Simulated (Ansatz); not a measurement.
## Calculated with Ansatz: Ca₂Hg₃Br₂, relaxation

The command:

```bash
ansatz run input.yaml --threads 2 --pin off --max-ram 3584MiB --backend cpu --events-out ev --progress --plain --runs-dir out
```

The input file (Ansatz 0.2.0, plane waves):

```yaml
crystal:
  lattice:
    - [-4.642173, 4.642173, 4.642173]
    - [4.642173, -4.642173, 4.642173]
    - [4.642173, 4.642173, -4.642173]
  atoms:
    - { symbol: Ca, position: [0.548, 0.548, 0.548] }
    - { symbol: Ca, position: [0.5, 0.0, 0.952] }
    - { symbol: Ca, position: [0.952, 0.5, 0.0] }
    - { symbol: Ca, position: [0.0, 0.952, 0.5] }
    - { symbol: Br, position: [0.028, 0.028, 0.028] }
    - { symbol: Br, position: [0.5, 0.0, 0.472] }
    - { symbol: Br, position: [0.472, 0.5, 0.0] }
    - { symbol: Br, position: [0.0, 0.472, 0.5] }
    - { symbol: Hg, position: [0.25, 0.555, 0.305] }
    - { symbol: Hg, position: [0.75, 0.945, 0.195] }
    - { symbol: Hg, position: [0.305, 0.25, 0.555] }
    - { symbol: Hg, position: [0.195, 0.75, 0.945] }
    - { symbol: Hg, position: [0.555, 0.305, 0.25] }
    - { symbol: Hg, position: [0.945, 0.195, 0.75] }
  symmetry: { tolerance: 0.0003 }
kpoints:
  mp_grid: { grid: [5, 5, 5], shift: [0, 0, 0] }
magnetization:
  spin_polarized: false
scf:
  occupations: { method: fermi_dirac }
  lower_state_search: "off"
hamiltonian:
  pseudopotentials: { kind: paw }
  xc: pbe
basis:
  ecutwfc: 420
  fft_grid_basis: typed
relax:
  max_steps: 40
  cell: { p_target: 0.0 }
output:
  forces: true
  stress: true
  eigenvalues: true
  bader: true
  populations: true
  elf: true
  write_potential: true
  volumetric_format: npy
  dos:
    e_range: [-12, 8]
    de: 0.05
    projected: { site_lists: { Br: [Br], Ca: [Ca], Hg: [Hg] } }
  write_density: true
checkpoint:
  read: saved_state
```

Origin of the cell: a known structure type with other elements, at an estimated volume, so it need not be a known compound.

The smearing width isn't typed, so it takes its default of 0.1 eV.

The saved state is a converged single point of the same cell.

Steps («new basis» is an SCF on plane waves selected anew at the same cell):

```tsv
step	ΔF (meV/atom)	max force component (eV/Å)	P (GPa)	volume (Å³)	SCF iterations	step was
1	0.0	2.522	13.73	400.15	6	accepted
2	-348.1	1.379	6.61	435.01	8	accepted
3	-525.3	0.754	2.82	458.57	7	accepted
4	-621.4	0.705	1.41	470.30	7	accepted
5	-732.8	0.473	0.48	475.27	7	accepted
6	-781.4	0.304	0.77	482.13	6	accepted
7	-821.1	0.155	-0.56	521.81	7	accepted
8	-831.3	0.202	-0.58	540.58	7	accepted
9	-842.6	0.096	-0.48	529.25	7	accepted
10	-852.5	0.052	0.12	500.47	7	accepted
11	-853.7	0.017	-0.03	503.22	7	accepted
12	-853.8	0.005	0.01	503.46	7	accepted
13	-853.8	0.001	0.00	503.54	9	accepted
14	-855.0	0.002	0.06	503.54	9	new basis
15	-855.0	0.001	0.00	506.17	7	accepted
16	-855.0	0.001	0.00	506.17	6	new basis
```

Before:

Space group I2_13 (No. 199); the run's cell has a = 8.040 Å, b = 8.040 Å, c = 8.040 Å, α = 109.47°, β = 109.47°, γ = 109.47°. Shortest distances: Ca–Hg 2.57 Å, Br–Hg 2.97 Å.

The relaxed structure.

Space group I2_13 (No. 199); the run's cell has a = 8.696 Å, b = 8.696 Å, c = 8.696 Å, α = 109.47°, β = 109.47°, γ = 109.47°. Shortest distances: Br–Ca 2.71 Å, Ca–Hg 3.15 Å, Hg–Hg 3.16 Å.

```
CELL_PARAMETERS angstrom
-5.02048 5.02048 5.02048
5.02048 -5.02048 5.02048
5.02048 5.02048 -5.02048
ATOMIC_POSITIONS crystal
Ca 0.57887 0.57887 0.57887
Ca 0.50000 0.00000 0.92113
Ca 0.92113 0.50000 0.00000
Ca 0.00000 0.92113 0.50000
Br 0.89000 0.89000 0.89000
Br 0.50000 0.00000 0.61000
Br 0.61000 0.50000 0.00000
Br 0.00000 0.61000 0.50000
Hg 0.25000 0.42578 0.17578
Hg 0.75000 0.07422 0.32422
Hg 0.17578 0.25000 0.42578
Hg 0.32422 0.75000 0.07422
Hg 0.42578 0.17578 0.25000
Hg 0.07422 0.32422 0.75000
```

| Property | Result |
| --- | --- |
| Free energy lowered by | 855.0 meV/atom |
| Volume change | 26.49 % |
| Final pressure | 0.00 GPa |
| Relaxation steps listed | 16 |
| Formation energy (elements under the same functional, gases as molecules, uncorrected) | -0.672 eV/atom |
| Gap on the mesh | none (metal) |

Caveats: no spin-orbit coupling, though heavy elements are present; the relaxation held the start's symmetry, so the end may be a saddle point.

It ran for 14 min on 2 threads of Arm Neoverse V1, on a shared host, peak memory 1.2 GiB, from a saved density.
